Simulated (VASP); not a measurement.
Set up this calculation in VASP 6.6.1, as the native input.

| Quantity | Value |
| --- | --- |
| Task | relaxation of cell and atoms |
| Functional | LDA |
| Potentials or basis | VASP PAW LDA potentials, release 64 (Hf_pv) |
| Cutoff | 600 eV |
| k mesh | 10 × 10 × 10 |
| Occupations | fermi-dirac, width 0.05 eV |
| Spin | no spin polarisation |
| Target pressure | 30 GPa |
| Further INCAR settings | ALGO = Normal; EDIFF = 1e-06; IBRION = 2; EDIFFG = -0.01; NSW = 60; ISIF = 3 |
| Target pressure | 30 GPa |

The structure of Hf lies in POSCAR:

```
Hf
1.0
   -1.8050000000      1.8050000000      1.8050000000
    1.8050000000     -1.8050000000      1.8050000000
    1.8050000000      1.8050000000     -1.8050000000
Hf
1
Direct
    0.0000000000      0.0000000000      0.0000000000
```

This isn't the form of Hf at room conditions, which is hcp.

These files were run (other wordings do the same):

INCAR

```
SYSTEM = Hf
PREC     = Accurate       ! precision mode
ENCUT    = 600            ! plane-wave cutoff, eV
EDIFF    = 1E-6           ! SCF threshold, eV
ISMEAR   = -1             ! smearing method
SIGMA    = 0.05           ! smearing width, eV
LREAL    = .FALSE.        ! projectors in reciprocal space
LASPH    = .TRUE.         ! aspherical terms in the spheres
NELM     = 60             ! most SCF steps
ALGO     = Normal         ! electronic algorithm
ISIF     = 3              ! what is computed and relaxed
LWAVE    = .FALSE.        ! write WAVECAR
LCHARG   = .FALSE.        ! write CHGCAR
IBRION   = 2              ! ionic algorithm
NSW      = 60             ! ionic steps
EDIFFG   = -0.01          ! ionic threshold
PSTRESS  = 300
```

KPOINTS

```
regular mesh
0
G
  10 10 10
  0 0 0
```

Potentials or basis: VASP PAW LDA potentials, release 64 (Hf_pv).

Run with:

```console
$ cat potpaw_LDA.64/Hf_pv/POTCAR > POTCAR
$ mpirun -np 1 vasp_std > vasp.out
```

It gave:

* Relaxed volume: 16.77 Å³/atom
* Relaxed cell: a = 2.793 Å, b = 2.793 Å, c = 2.793 Å, α = 109.47°, β = 109.47°, γ = 109.47°
* Space group after relaxing (to 0.05 Å): Im-3m (No. 229)
* Energy change on relaxing (the enthalpy is what falls): +161.7 meV/atom
* Ionic steps: 17
* Pressure after relaxing: 30.1 GPa
* Band gap on the k mesh: none (metal or under the smearing width)

Caveat: the cell is relaxed towards a set pressure, so the enthalpy falls and the energy may rise; the volume moved by over 15 % at a fixed basis, so the end points are rough.

Wall time 52 s on 1 thread of Intel(R) Xeon(R) Platinum 8488C (Sapphire Rapids), on a shared host, peak memory 0.17 GiB.
